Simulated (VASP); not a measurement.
# Fe in VASP: a series of runs

Runs on Fe. Level: LDA+U. Tasks: density of states.

All numbers are computed with VASP 6.6.1; they aren't measurements. Logs are shortened: lines on timing, memory, paths and dates and some standing lists are left out, and cuts for length are marked.

## Step 1: Starting point

The cell holds a sheet with vacuum, 1 atom: a = 2.311 Å, b = 2.311 Å, c = 23.800 Å, α = 90.00°, β = 90.00°, γ = 90.00°.

The cell was built by a generator and needn't be a form met in nature.

## Step 2: Density of states, LDA+U, collinear spin, ferromagnetic start

File POSCAR:

```
Fe
1.0
    2.3111900000      0.0000000000      0.0000000000
    0.0000000000      2.3111900000      0.0000000000
    0.0000000000      0.0000000000     23.8000000000
Fe
1
Direct
    0.0000000000      0.0000000000      0.2941200000
```

File INCAR.step1:

```
PREC = Accurate
ENCUT = 520
EDIFF = 1E-6
ISMEAR = -1
SIGMA = 0.05
LREAL = False
LASPH = True
NELM = 120
ALGO = Normal
ISIF = 2
LWAVE = False
LCHARG = True
ISPIN = 2
MAGMOM = 3
LMAXMIX = 4
LDAU = True
LDAUTYPE = 2
LDAUL = 2
LDAUU = 5
LDAUJ = 0
LDAUPRINT = 1
LDIPOL = True
IDIPOL = 3
DIPOL = 0.5 0.5 0.294
GGA = CA
NBANDS = 14
```

File KPOINTS.step1:

```
regular mesh
0
Gamma
  8 8 1
```

File INCAR.step2:

```
PREC = Accurate
ENCUT = 520
EDIFF = 1E-6
ISMEAR = -5
SIGMA = 0.05
LREAL = False
LASPH = True
NELM = 120
ALGO = Normal
ISIF = 2
LWAVE = False
LCHARG = False
ISPIN = 2
MAGMOM = 3
LORBIT = 11
LMAXMIX = 4
LDAU = True
LDAUTYPE = 2
LDAUL = 2
LDAUU = 5
LDAUJ = 0
LDAUPRINT = 1
LDIPOL = True
IDIPOL = 3
DIPOL = 0.5 0.5 0.294
GGA = CA
NBANDS = 14
NEDOS = 2001
ICHARG = 11
```

File KPOINTS.step2:

```
regular mesh
0
Gamma
  12 12 1
```

Potentials or basis: VASP PAW LDA potentials, release 64 (Fe).

Started as:

```
$ cat potpaw_LDA.64/Fe/POTCAR > POTCAR
$ cp INCAR.step1 INCAR
$ cp KPOINTS.step1 KPOINTS
$ mpirun -np 1 vasp_std > vasp.out
$ cp INCAR.step2 INCAR
$ cp KPOINTS.step2 KPOINTS
$ mpirun -np 1 vasp_std > vasp.out
```

OUTCAR:

```text
PREC = Accurate
   ENCUT = 520
   EDIFF = 1E-6
   ISMEAR = -5
   LREAL = False
   LASPH = True
   NELM = 120
   ISIF = 2
   ISPIN = 2
   LORBIT = 11
   GGA = CA
   ICHARG = 11

 ion  position               nearest neighbor table
   1  0.000  0.000  0.294-

  LATTYP: Found a simple tetragonal cell.
 ALAT       =     2.3111900000
 C/A-ratio  =    10.2977254142

  Lattice vectors:

 A1 = (   2.3111900000,   0.0000000000,   0.0000000000)
 A2 = (   0.0000000000,   2.3111900000,   0.0000000000)
 A3 = (   0.0000000000,   0.0000000000,  23.8000000000)

Analysis of symmetry for initial positions (statically):
=====================================================================
 Subroutine PRICEL returns:
 Original cell was already a primitive cell.

 Routine SETGRP: Setting up the symmetry group for a
 simple tetragonal supercell.

 Subroutine GETGRP returns: Found 16 space group operations
 (whereof  8 operations were pure point group operations)
 out of a pool of 16 trial point group operations.

The static configuration has the point symmetry C_4v.
 The point group associated with its full space group is D_4h.

Analysis of symmetry for dynamics (positions and initial velocities):
=====================================================================
 Subroutine PRICEL returns:
 Original cell was already a primitive cell.

 Routine SETGRP: Setting up the symmetry group for a
 simple tetragonal supercell.

 Subroutine GETGRP returns: Found 16 space group operations
 (whereof  8 operations were pure point group operations)
 out of a pool of 16 trial point group operations.

The dynamic configuration has the point symmetry C_4v.
 The point group associated with its full space group is D_4h.

Analysis of structural, dynamic, and magnetic symmetry:
=====================================================================
 Subroutine PRICEL returns:
 Original cell was already a primitive cell.

 Routine SETGRP: Setting up the symmetry group for a
 simple tetragonal supercell.

 Subroutine GETGRP returns: Found 16 space group operations
 (whereof  8 operations were pure point group operations)
 out of a pool of 16 trial point group operations.

The overall configuration has the point symmetry C_4v.
 The point group associated with its full space group is D_4h.

 Subroutine INISYM returns: Found 16 space group operations
 (whereof  8 operations are pure point group operations),
 and found     1 'primitive' translations

----------------------------------------------------------------------------------------

                                     Primitive cell

  volume of cell :     127.1301

  direct lattice vectors                    reciprocal lattice vectors
     2.311190000  0.000000000  0.000000000     0.432677538  0.000000000  0.000000000
     0.000000000  2.311190000  0.000000000     0.000000000  0.432677538  0.000000000
     0.000000000  0.000000000 23.800000000     0.000000000  0.000000000  0.042016807

  length of vectors
     2.311190000  2.311190000 23.800000000     0.432677538  0.432677538  0.042016807

  position of ions in fractional coordinates (direct lattice)
     0.000000000  0.000000000  0.294120000

  ion indices of the primitive-cell ions
   primitive index   ion index
                 1           1

----------------------------------------------------------------------------------------

 KPOINTS: regular mesh

Automatic generation of k-mesh.
 Grid dimensions read from file:
 generate k-points for:   12   12    1

 Generating k-lattice:

  Cartesian coordinates                     Fractional coordinates (reciprocal lattice)
[... 71 lines left out ...]
   TEBEG  =    0.0;   TEEND  =   0.0 temperature during run
   PSTRESS=    0.0 pullay stress
   NELECT =       8.0000    total number of electrons
   NUPDOWN=      -1.0000    fix difference up-down
   EMIN   =  10.00;   EMAX   =-10.00  energy-range for DOS
   EFERMI =   0.00;   METHOD = LEGACY
   ISMEAR =    -5;   SIGMA  =   0.05  broadening in eV -4-tet -1-fermi 0-gaus
   EFERMI_NEDOS =   21; number of points for ismear=-14 and -15
   IALGO  =     38    algorithm
   IMIX   =      4    mixing-type and parameters
     AMIX     =   0.40;   BMIX     =  1.00
     AMIX_MAG =   1.60;   BMIX_MAG =  1.00
  volume/ion in A,a.u.               =     127.13       857.92
  Fermi-wavevector in a.u.,A,eV,Ry     =   0.651162  1.230517  5.769025  0.424011
  Thomas-Fermi vector in A             =   1.720673
   LORBIT       =     11    0 simple, 1 ext, 2 COOP (PROOUT), +10 PAW based schemes
 LDA+U is selected, type is set to LDAUTYPE =  2
   angular momentum for each species LDAUL =     2
   U (eV)           for each species LDAUU =   5.0
   J (eV)           for each species LDAUJ =   0.0
   GGA     = CA    functional components
   LHFCALC =     F    Hartree Fock is set to
   AEXX    =    0.0000 exact exchange contribution
   IVDW    =     0    specifies the selected vdW correction
   LEPSILON=     F    determine dielectric tensor
   LRPA    =     F    only Hartree local field effects (RPA)
 spin polarized calculation
 Fermi weights with tetrahedron method with Bloechl corrections
  energy-cutoff  :      520.00
  volume of cell :      127.13
 maximum number of plane-waves:      3461
 NGX is ok and might be reduce to    18

atom =   1  type =  1  l = 2

 onsite density matrix

spin component  1

  0.9529  0.0000  0.0000  0.0000  0.0000
  0.0000  0.9500  0.0000 -0.0000 -0.0000
  0.0000  0.0000  0.9582 -0.0000 -0.0000
  0.0000 -0.0000 -0.0000  0.9500  0.0000
  0.0000 -0.0000 -0.0000  0.0000  0.9443

spin component  2

  0.2496 -0.0000 -0.0000 -0.0000 -0.0000
 -0.0000  0.2032 -0.0000  0.0000  0.0000
 -0.0000 -0.0000  0.0259  0.0000  0.0000
 -0.0000  0.0000  0.0000  0.2032 -0.0000
 -0.0000  0.0000  0.0000 -0.0000  0.7769

 occupancies and eigenvectors

  o =  0.0259  v =  0.0000  0.0000  0.0000  0.0000  0.0000  0.0000  0.0000  1.0000 -0.0000 -0.0000      0.0000  0.0000  0.0000  0.0000  0.0000  0.0000  0.0000  0.0000  0.0000  0.0000
  o =  0.2032  v =  0.0000  0.0000  0.0000  0.0000  0.0000  0.0000 -1.0000  0.0000  0.0044 -0.0000      0.0000  0.0000  0.0000  0.0000  0.0000  0.0000  0.0000  0.0000  0.0000  0.0000
  o =  0.2032  v =  0.0000  0.0000  0.0000  0.0000  0.0000  0.0000 -0.0044  0.0000 -1.0000  0.0000      0.0000  0.0000  0.0000  0.0000  0.0000  0.0000  0.0000  0.0000  0.0000  0.0000
  o =  0.2496  v =  0.0000  0.0000  0.0000  0.0000  0.0000  1.0000  0.0000  0.0000  0.0000  0.0000      0.0000  0.0000  0.0000  0.0000  0.0000  0.0000  0.0000  0.0000  0.0000  0.0000
  o =  0.7769  v =  0.0000  0.0000  0.0000  0.0000  0.0000  0.0000 -0.0000  0.0000 -0.0000  1.0000      0.0000  0.0000  0.0000  0.0000  0.0000  0.0000  0.0000  0.0000  0.0000  0.0000
  o =  0.9443  v =  0.0000  0.0000 -0.0000  0.0000 -1.0000  0.0000  0.0000  0.0000  0.0000  0.0000      0.0000  0.0000  0.0000  0.0000  0.0000  0.0000  0.0000  0.0000  0.0000  0.0000
  o =  0.9500  v =  0.0000 -0.0774 -0.0000 -0.9970 -0.0000  0.0000  0.0000  0.0000  0.0000  0.0000      0.0000  0.0000  0.0000  0.0000  0.0000  0.0000  0.0000  0.0000  0.0000  0.0000
  o =  0.9500  v =  0.0000 -0.9970  0.0000  0.0774 -0.0000  0.0000  0.0000  0.0000  0.0000  0.0000      0.0000  0.0000  0.0000  0.0000  0.0000  0.0000  0.0000  0.0000  0.0000  0.0000
  o =  0.9529  v =  1.0000  0.0000  0.0000  0.0000  0.0000  0.0000  0.0000  0.0000  0.0000  0.0000      0.0000  0.0000  0.0000  0.0000  0.0000  0.0000  0.0000  0.0000  0.0000  0.0000
  o =  0.9582  v =  0.0000  0.0000  1.0000 -0.0000 -0.0000  0.0000  0.0000  0.0000  0.0000  0.0000      0.0000  0.0000  0.0000  0.0000  0.0000  0.0000  0.0000  0.0000  0.0000  0.0000

 number of electron       7.9999994 magnetization       3.1877140

 dipolmoment           0.000000      0.000000      0.000001 electrons x Angstroem

 Free energy of the ion-electron system (eV)
  ---------------------------------------------------
  ext. energy  EPLUGINS =         0.00000000
  ---------------------------------------------------
  free energy    TOTEN  =        -3.69285997 eV

  energy without entropy =       -3.69285997  energy(sigma->0) =       -3.69285997

 E-fermi :  -3.6669     XC(G=0):  -2.0956

 val. band max:       -3.6688967262   @ k =   0.2500   0.1667   0.0000
 cond. band min:      -3.7275260362   @ k =   0.0833   0.0000   0.0000
 fundamental gap:     -0.0586293100
 Fermi energy:        -3.6669174832

 spin component 1

 k-point     1 :       0.0000    0.0000    0.0000
  band No.  band energies     occupation
      1     -11.1543      1.00000
      2     -10.2101      1.00000
      3      -8.5231      1.00000
      4      -7.8350      1.00000
      5      -7.8350      1.00000
      6      -6.6075      1.00000
      7      -4.0331      1.11314
      8       0.3795      0.00000
      9       1.0357      0.00000
     10       1.2163      0.00000
     11       1.9899      0.00000
     12       2.2436      0.00000
[... 793 lines left out ...]
      3      -3.3100     -0.04542
      4      -2.7449      0.00000
      5      -0.9426      0.00000
      6       1.1533      0.00000
      7       5.5808      0.00000
      8       5.6232      0.00000
      9       8.2515      0.00000
     10       9.1492      0.00000
     11       9.2119      0.00000
     12       9.8868      0.00000
     13      10.1962      0.00000
     14      10.2124      0.00000

 [... further k-points ...]

------------------------ aborting loop because EDIFF is reached ----------------------------------------

 vacuum level on the upper side and lower side of the slab       (xc-potential included)        -0.009        -0.009

  FORCE on cell =-STRESS in cart. coord.  units (eV):
  Direction    XX          YY          ZZ          XY          YZ          ZX
  --------------------------------------------------------------------------------------
  -------------------------------------------------------------------------------------
  Total        0.6538445      0.6538445     -0.3113559     -0.0000000      0.0000000      0.0000000
  in kB        8.2401820      8.2401820     -3.9239137     -0.0000000      0.0000000      0.0000000
  external PRESSURE =       4.1854834 kB  Pullay stress =       0.0000000 kB

 VOLUME and BASIS-vectors are now :
 -----------------------------------------------------------------------------
  energy-cutoff  :      520.00
  volume of cell :      127.13
      direct lattice vectors                 reciprocal lattice vectors
     2.311190000  0.000000000  0.000000000     0.432677538  0.000000000  0.000000000
     0.000000000  2.311190000  0.000000000     0.000000000  0.432677538  0.000000000
     0.000000000  0.000000000 23.800000000     0.000000000  0.000000000  0.042016807

 POSITION                                       TOTAL-FORCE (eV/Angst)
 -----------------------------------------------------------------------------------
      0.00000      0.00000      7.00006         0.000000      0.000000      0.000000
 -----------------------------------------------------------------------------------
    total drift:                               -0.000000      0.000000     -0.000007

  FREE ENERGIE OF THE ION-ELECTRON SYSTEM (eV)
  ---------------------------------------------------
  free  energy   TOTEN  =        -3.6928599720 eV

  energy  without entropy=       -3.6928599720  energy(sigma->0) =       -3.69285997

 vacuum level on the upper side and lower side of the slab         1.090         1.090

 total charge

# of ion       s       p       d       tot
------------------------------------------
    1        0.526   0.350   6.213   7.089

 magnetization (x)

# of ion       s       p       d       tot
------------------------------------------
    1        0.011  -0.051   3.264   3.224
```

It took 97 s on 1 thread of Intel Xeon Platinum 8488C (Sapphire Rapids), shared host; peak memory 0.22 GiB.

What came out:

- Net moment: 3.19 μB per cell
- Site moments: Fe +3.22 μB
- Valence electrons inside the program's atomic spheres: Fe 7.09

States per cell in windows of 1 eV (zero at the Fermi level; states under -8 eV left out):
| from (eV) | up | down | Fe1_d_up | Fe1_d_down | Fe1_p_up | Fe1_p_down | Fe1_s_up | Fe1_s_down |
| --- | --- | --- | --- | --- | --- | --- | --- | --- |
| -8.0 | 0.08 | 0.00 | 0.06 | 0.00 | 0.00 | 0.00 | 0.02 | 0.00 |
| -7.0 | 0.99 | 0.00 | 0.91 | 0.00 | 0.01 | 0.00 | 0.03 | 0.00 |
| -6.0 | 1.46 | 0.03 | 1.37 | 0.00 | 0.02 | 0.00 | 0.01 | 0.02 |
| -5.0 | 2.03 | 0.12 | 1.79 | 0.01 | 0.03 | 0.01 | 0.08 | 0.06 |
| -4.0 | 0.47 | 0.30 | 0.39 | 0.18 | 0.01 | 0.01 | 0.03 | 0.07 |
| -3.0 | 0.24 | 0.43 | 0.14 | 0.30 | 0.02 | 0.03 | 0.04 | 0.06 |
| -2.0 | 0.14 | 0.53 | 0.05 | 0.35 | 0.02 | 0.06 | 0.03 | 0.04 |
| -1.0 | 0.13 | 0.99 | 0.01 | 0.61 | 0.03 | 0.10 | 0.03 | 0.01 |
| 0.0 | 0.22 | 0.71 | 0.02 | 0.50 | 0.07 | 0.06 | 0.02 | 0.01 |
| 1.0 | 0.19 | 0.79 | 0.02 | 0.66 | 0.06 | 0.01 | 0.02 | 0.01 |
| 2.0 | 0.17 | 1.63 | 0.02 | 1.41 | 0.05 | 0.03 | 0.01 | 0.04 |
| 3.0 | 0.17 | 0.46 | 0.02 | 0.32 | 0.05 | 0.04 | 0.01 | 0.01 |
| 4.0 | 0.37 | 0.32 | 0.04 | 0.08 | 0.05 | 0.04 | 0.02 | 0.01 |
| 5.0 | 0.60 | 0.57 | 0.04 | 0.05 | 0.05 | 0.04 | 0.02 | 0.01 |
| 6.0 | 0.89 | 0.81 | 0.06 | 0.07 | 0.09 | 0.05 | 0.04 | 0.03 |
| 7.0 | 0.87 | 0.98 | 0.04 | 0.08 | 0.09 | 0.07 | 0.02 | 0.03 |

Eigenvalues of the final occupation matrices:
```csv
site,spin,trace,eigenvalues
site 1 d,1,4.76,0.94 0.95 0.95 0.95 0.96
site 1 d,2,1.46,0.03 0.20 0.20 0.25 0.78
```

Caveat: the U is typed as a test and isn't derived for this compound; tetrahedron occupations give inexact forces and stress in metals.

## Step 3: Density of states, LDA+U, collinear spin, ferromagnetic start

POSCAR is that of step 2.

INCAR.step1: that of step 2 with these lines changed.

```diff
@@ -18,3 +18,3 @@
 LDAUL = 2
-LDAUU = 5
+LDAUU = 8
 LDAUJ = 0
```

KPOINTS.step1 is that of step 2.

INCAR.step2: that of step 2 with these lines changed.

```diff
@@ -19,3 +19,3 @@
 LDAUL = 2
-LDAUU = 5
+LDAUU = 8
 LDAUJ = 0
```

KPOINTS.step2 is that of step 2.

Potentials or basis: VASP PAW LDA potentials, release 64 (Fe).

Started as:

```
$ cat potpaw_LDA.64/Fe/POTCAR > POTCAR
$ cp INCAR.step1 INCAR
$ cp KPOINTS.step1 KPOINTS
$ mpirun -np 1 vasp_std > vasp.out
$ cp INCAR.step2 INCAR
$ cp KPOINTS.step2 KPOINTS
$ mpirun -np 1 vasp_std > vasp.out
```

Run time: 2.1 min. Hardware: 1 thread of Intel Xeon Platinum 8488C (Sapphire Rapids), shared host; peak memory 0.23 GiB.

The run converged. Its results:

```
Net moment                                            : 3.73 μB per cell
Site moments                                          : Fe +3.60 μB
Valence electrons inside the program's atomic spheres : Fe 7.11
```

Levels at points of the mesh, in eV from the Fermi level:
Spin up:
```csv
k point,band 4,band 5,band 6,band 7,band 8,band 9
"(0.00, 0.00, 0.00)",-7.45,-6.34,-5.85,-1.39,3.36,4.28
"(0.50, 0.00, 0.00)",-7.05,-6.94,-0.13,2.65,5.24,6.72
"(0.50, 0.50, 0.00)",-7.77,-4.21,6.59,6.59,8.46,10.65
```
Spin down:
```
           k point  band 1  band 2  band 3  band 4  band 5
(0.00, 0.00, 0.00)   -7.26   -6.07   -0.74    0.36    3.35
(0.50, 0.00, 0.00)   -5.78    0.18    0.60    1.82    1.98
(0.50, 0.50, 0.00)   -2.21   -1.63    1.51    1.51    2.99
```

States per cell in windows of 0.5 eV (zero at the Fermi level; states under -8 eV left out):
```
from (eV)    up  down  Fe1_d_down  Fe1_d_up  Fe1_p_up  Fe1_p_down  Fe1_s_down  Fe1_s_up
     -8.0  0.90  0.00        0.00      0.87      0.01        0.00        0.00      0.00
     -7.5  0.64  0.04        0.04      0.62      0.00        0.00        0.00      0.01
     -7.0  0.44  0.10        0.10      0.41      0.01        0.00        0.00      0.01
     -6.5  0.23  0.14        0.13      0.18      0.00        0.00        0.01      0.02
     -6.0  0.17  0.25        0.19      0.12      0.00        0.00        0.04      0.02
     -5.5  0.12  0.17        0.12      0.07      0.01        0.01        0.03      0.02
     -5.0  0.11  0.14        0.09      0.05      0.01        0.01        0.03      0.02
     -4.5  0.07  0.12        0.07      0.02      0.01        0.01        0.02      0.02
     -4.0  0.05  0.12        0.06      0.00      0.01        0.01        0.02      0.02
     -3.5  0.05  0.11        0.05      0.00      0.01        0.01        0.02      0.02
     -3.0  0.05  0.11        0.06      0.00      0.01        0.01        0.02      0.02
     -2.5  0.06  0.14        0.07      0.00      0.01        0.02        0.02      0.02
     -2.0  0.05  0.27        0.16      0.00      0.01        0.03        0.02      0.01
     -1.5  0.09  0.12        0.05      0.00      0.03        0.02        0.01      0.01
     -1.0  0.11  0.12        0.03      0.01      0.03        0.03        0.01      0.01
     -0.5  0.12  0.21        0.05      0.01      0.04        0.04        0.00      0.01
      0.0  0.10  0.45        0.25      0.01      0.03        0.04        0.00      0.01
      0.5  0.09  0.35        0.24      0.01      0.03        0.01        0.00      0.01
      1.0  0.09  0.32        0.25      0.01      0.03        0.00        0.00      0.00
      1.5  0.08  0.51        0.40      0.01      0.02        0.00        0.02      0.00
      2.0  0.09  0.78        0.65      0.01      0.02        0.02        0.02      0.00
      2.5  0.10  0.53        0.46      0.01      0.02        0.02        0.01      0.01
      3.0  0.13  0.44        0.36      0.02      0.03        0.02        0.00      0.01
      3.5  0.19  0.45        0.36      0.03      0.03        0.02        0.00      0.01
      4.0  0.19  0.22        0.09      0.02      0.03        0.02        0.00      0.01
      4.5  0.29  0.27        0.06      0.03      0.04        0.02        0.01      0.02
      5.0  0.33  0.35        0.06      0.03      0.04        0.03        0.01      0.02
      5.5  0.42  0.37        0.04      0.04      0.05        0.03        0.01      0.01
      6.0  0.40  0.48        0.06      0.03      0.05        0.04        0.02      0.01
      6.5  0.36  0.46        0.05      0.03      0.04        0.04        0.02      0.01
      7.0  0.50  0.50        0.04      0.04      0.03        0.06        0.01      0.01
      7.5  0.52  0.49        0.03      0.05      0.03        0.05        0.01      0.01
```

Eigenvalues of the final occupation matrices:
| site | spin | trace | eigenvalues |
| --- | --- | --- | --- |
| site 1 d | 1 | 4.87 | 0.97 0.97 0.97 0.97 0.98 |
| site 1 d | 2 | 1.26 | 0.01 0.01 0.02 0.26 0.97 |

Caveat: the U is typed as a test and isn't derived for this compound; tetrahedron occupations give inexact forces and stress in metals.
